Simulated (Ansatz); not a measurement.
Ta:

```
Ta
1.0
    -1.67301    1.67301    1.67301
     1.67301   -1.67301    1.67301
     1.67301    1.67301   -1.67301
Ta
1
Direct
  0.00000 0.00000 0.00000
```

The cell isn't the ideal one: volume scaled by 1.04.

```yaml
Program: Ansatz 0.2.0
Task: relaxation of cell and atoms
Functional: PBE
Potentials_or_basis: all-electron LAPW, inner shells corrected to Dirac's equation
Basis_error_allowed: 0.002 eV/atom
k_mesh: 11 × 11 × 11
Occupations: fermi-dirac, width 0.01 eV
Spin: no spin polarisation
Hubbard_terms: Ta d U = 6 eV
```

At the start: volume 18.73 Å³/atom.

Where does the relaxation end?

Over 4 steps the energy falls by 3.9 meV/atom and the volume is 18.38 Å³/atom (-1.9 %); space group Im-3m (No. 229, to 0.05 Å).

The path:
```csv
step,energy change (eV),largest force (eV/Å),volume (Å³)
1,0.0000,0.0000,18.73
2,-0.0039,0.0000,18.39
3,-0.0039,0.0000,18.38
4,-0.0039,0.0000,18.38
```

Final structure:
```
Ta
1.0
    -1.66251    1.66251    1.66251
     1.66251   -1.66251    1.66251
     1.66251    1.66251   -1.66251
Ta
1
Direct
  0.00000 0.00000 0.00000
```

Caveat: U is the effective U less J, on atomic orbitals that reach past the spheres; U without spin polarisation on a metal has little footing; the U is typed as a test and isn't derived for this compound.
